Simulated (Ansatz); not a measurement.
# InAgSe$_{2}$ from LDA upwards

The starting cell is an entry of the Crystallography Open Database (1953):

```
In Ag Se
1.0
    -3.04500    3.04500    5.83500
     3.04500   -3.04500    5.83500
     3.04500    3.04500   -5.83500
In Ag Se
2 2 4
Direct
  0.50000 0.50000 0.00000
  0.25000 0.75000 0.50000
  0.00000 0.00000 0.00000
  0.75000 0.25000 0.50000
  0.37500 0.37500 0.50000
  0.62500 0.12500 0.00000
  0.87500 0.87500 0.50000
  0.12500 0.62500 0.00000
```

Atoms and cell were relaxed at zero pressure with plane-wave PAW DFT (Ansatz 0.2.0; one set of PAW datasets, made under PBE, for all functionals; 420 eV, r2SCAN 500 eV; 7×7×7 Γ-centred mesh, fermi-dirac occupations of width 0.100 eV; no spin polarisation, no spin-orbit coupling, no dispersion correction), keeping the symmetry (I-42d, No. 122).

Q: Which functional gives the smallest cell, and how wide is the spread?

A: The relaxed conventional cells:

```csv
functional,a (Å),c (Å),volume (Å³/atom),formation energy (eV/atom)
LDA,5.984,11.773,26.34,-0.351
PBEsol,6.064,11.877,27.30,-0.370
PBE,6.196,12.069,28.96,-0.425
r2SCAN,6.150,11.876,28.08,-0.534
the entry,6.090,11.670,27.05,–
```

LDA gives the smallest volume and PBE the largest, 9.9 % more, the usual order, since LDA overbinds and PBE's gradient terms loosen the lattice. Against the entry's volume: LDA -2.6 %, PBEsol +0.9 %, PBE +7.1 %, r2SCAN +3.8 %. No verdict is drawn from this: the entry is old or was flagged in a check, so the entry may be off as well as the functionals. The formation energies span 0.18 eV an atom, lowest under r2SCAN.

Caveats: each relaxation keeps the start's symmetry, so a distorted cell may lie lower; computed cells are at 0 K with fixed nuclei, while the entry holds thermal expansion, often some tenths of a per cent in volume and more in soft crystals; formation energies are at zero smearing against the elements' usual phases under the same functional, gases as free molecules, uncorrected.
